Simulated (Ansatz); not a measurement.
# Band topology of BaS with spin–orbit coupling — Ansatz, plane waves and PAW

Space group Fm-3m (No. 225), 2 atoms in the cell of the first input below: a = 4.517 Å, b = 4.517 Å, c = 4.517 Å, α = 60.00°, β = 60.00°, γ = 60.00°.

The cell was built from a prototype of a structure type listed for this compound, at its measured volume, taken without relaxation (pressure -1.2 GPa with this functional, without spin–orbit coupling). Functional: PBEsol.

Input:

```yaml
crystal:
  lattice:
    - [0.0, 3.193750825, 3.193750825]
    - [3.193750825, 0.0, 3.193750825]
    - [3.193750825, 3.193750825, 0.0]
  atoms:
    - { symbol: Ba, position: [0.5, 0.5, 0.5] }
    - { symbol: S, position: [0.0, 0.0, 0.0] }
basis:
  ecutwfc: 420
  ecutrho_ratio: 4
kpoints:
  mp_grid: { grid: [6, 6, 6] }
hamiltonian:
  xc: pbesol
scf:
  occupations: { method: gaussian, width: 0.05 }
output:
  forces: true
  stress: true
  eigenvalues: true
  populations: true
  topological_invariants: true
magnetization:
  noncollinear: true
  spin_orbit: true
```

```bash
ansatz run input.yaml --threads 4 --pin off --max-ram 9216MiB --backend cpu --events-out ev --progress --plain --runs-dir out
```

Time: 18 s on 4 threads of Arm Neoverse V1 (shared host), peak memory 0.67 GiB.

Without spin–orbit coupling the gap on a 10×10×10 mesh is 2.08 eV. With it, in a separate run (self-consistent on 8×8×8, bands on 14×14×14), a gap of 2.04 eV parts the filled from the empty bands (a gap on a mesh is an upper bound, as the edges may lie between its points, so gaps on unlike meshes don't measure the coupling's effect alone). The indices are those of the lowest 16 bands, and their direct separation from the next band is open.

Odd-parity bands among them at the eight time-reversal-invariant momenta (inversion centre at 0.000 0.000 0.000):

```json
{"k": "0.0 0.0 0.0", "odd bands": "12"}
{"k": "0.0 0.0 0.5", "odd bands": "8"}
{"k": "0.0 0.5 0.0", "odd bands": "8"}
{"k": "0.0 0.5 0.5", "odd bands": "12"}
{"k": "0.5 0.0 0.0", "odd bands": "8"}
{"k": "0.5 0.0 0.5", "odd bands": "12"}
{"k": "0.5 0.5 0.0", "odd bands": "12"}
{"k": "0.5 0.5 0.5", "odd bands": "8"}
```

What are the Z2 indices by the rule of Fu and Kane?

Each Kramers pair counts once, so δ = (−1)^(odd bands / 2): +, +, +, +, +, +, +, +. The product of all eight gives ν0, the products over the planes k_i = 1/2 the weak indices: (0;000). The Wilson-loop planes give (0;000).

The cell is scaled in volume by 0.96 and 1.05 with the atoms carried along. Do the indices change?

No.

```
volume ratio  pressure with spin–orbit coupling (GPa)  smallest direct separation sampled (eV)              at k  separation       Z2
        0.96                                      0.7                                    2.002  0.00 -0.50 -0.50        open  (0;000)
        1.00                                     -1.2                                    2.106  0.00 -0.50 -0.50        open  (0;000)
        1.05                                     -3.0                                    2.212  0.00 -0.50 -0.50        open  (0;000)
```

Caveats: Kohn–Sham gaps are too small; Z2 indices don't see topology that rests on crystal symmetry, and an even number of inversions cancels.

The trivial indices follow from BaS being an ionic closed-shell insulator. The odd-band counts, 12 at Γ and X and 8 at L, are just what filled Ba 5s and 5p and S 3s and 3p shells give on the two rocksalt sites, the change at L coming from the Bloch phase on Ba. The occupied bands thus have the parities of an atomic limit, and spin–orbit coupling is far too weak to invert them across this gap.

The smallest sampled direct separation stays at X and falls from 2.212 to 2.002 eV on compression. The likely reason is that the lowest empty state there is mainly Ba 5d: shorter Ba–Ba distances strengthen d–d bonding and lower it towards the S 3p states. An inversion of these even d and odd p states would change the strong index, since the X points are odd in number, but the separation remains wide at every volume sampled. The results therefore support a trivial phase over this range, and don't show whether rocksalt BaS would survive the compression needed to close the gap.
